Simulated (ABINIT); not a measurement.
Ni, 1 atom in the cell. It takes space group Fm-3m (No. 225, cubic). The conventional cell has a = 3.475 Å, b = 3.475 Å, c = 3.475 Å, α = 90.00°, β = 90.00°, γ = 90.00°. Around Ni (site symmetry m-3m) lie 12 Ni at 2.46 Å. 

| Quantity | Value |
| --- | --- |
| Program | ABINIT 10.8.3 (patched build) |
| Task | band structure |
| Functional | LDA |
| Potentials or basis | JTH PAW LDA v2.0 |
| Cutoff | 816 eV |
| k mesh | 13 × 13 × 13 |
| Occupations | fermi-dirac, width 0.05 eV |
| Spin | collinear spin, ferromagnetic start |
| Starting moments | [1.0] μB |
| Fine-grid cutoff | 1414.99 eV |

Potentials or basis: JTH PAW LDA v2.0.

Command:

```console
$ abinit run.abi > log 2>&1
```

Hardware: 1 thread of Intel(R) Xeon(R) 6975P-C (Granite Rapids), on a shared host.

Task: Estimate the wall time of this run.

Result: It took 37 s on 1 thread of Intel(R) Xeon(R) 6975P-C (Granite Rapids) (shared host), peak memory 0.11 GiB. Counts: scf iterations 13, mpi ranks 1, k points 84, bands 14, plane waves 568.
